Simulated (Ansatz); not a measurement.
Write the native input for Ansatz 0.2.0 that does the following.

```yaml
Task: band structure
Functional: RPBE
Potentials_or_basis: Ansatz PAW
Cutoff: "420 eV (not typed: the program's choice for these potentials)"
k_mesh: 10 × 10 × 10
Occupations: fermi-dirac, width 0.05 eV
Spin: no spin polarisation
Path: "[[\"G\", \"H\", \"N\", \"G\", \"P\", \"H\"], [\"P\", \"N\"]]"
Points_for_each_segment_of_the_path: 14
```

The system is Sn.

```
Sn
1.0
    -1.89465    1.89465    1.89465
     1.89465   -1.89465    1.89465
     1.89465    1.89465   -1.89465
Sn
1
Cartesian
  0.0000 0.0000 0.0000
```

This isn't the form of Sn at room conditions, which is tetragonal (white tin).

The input as run:

input.yaml

```yaml
crystal:
  lattice:
    - [-1.8946518192, 1.8946518192, 1.8946518192]
    - [1.8946518192, -1.8946518192, 1.8946518192]
    - [1.8946518192, 1.8946518192, -1.8946518192]
  atoms:
    - { symbol: Sn, position: [0.0, 0.0, 0.0] }
hamiltonian:
  xc: rpbe
  pseudopotentials: { kind: paw }
kpoints:
  mp_grid: { grid: [10, 10, 10] }
  band_path:
    path:
      - [[0.0, 0.0, 0.0], [0.5, -0.5, 0.5], [0.0, 0.0, 0.5], [0.0, 0.0, 0.0], [0.25, 0.25, 0.25], [0.5, -0.5, 0.5]]
      - [[0.25, 0.25, 0.25], [0.0, 0.0, 0.5]]
    npoints: 14
scf:
  occupations: { method: fermi_dirac, width: 0.05 }
  n_extra_bands: 6
output:
  forces: true
  stress: true
  eigenvalues: true
  fatbands: false
  write_density: true
  write_potential: true
  elf: true
  volumetric_format: npy
```

Potentials or basis: Ansatz PAW.

The run is started by

```sh
$ ansatz run input.yaml --threads 2 --pin off --max-ram 5632MiB --backend cpu --events-out ev --progress --plain --runs-dir out
```

It gave:

The pressure is 2.0 GPa and the band gap on the k mesh is none (metal or under the smearing width).

Caveat: spin-orbit coupling is left out, which moves the levels of the heavy elements; the PAW data sets come from PBE, with cores solved anew for the run's functional, which leaves a small shift of forces and pressure.

It took 1 s on 2 threads of Arm Neoverse V2, with other jobs on the host, peak memory 0.28 GiB.
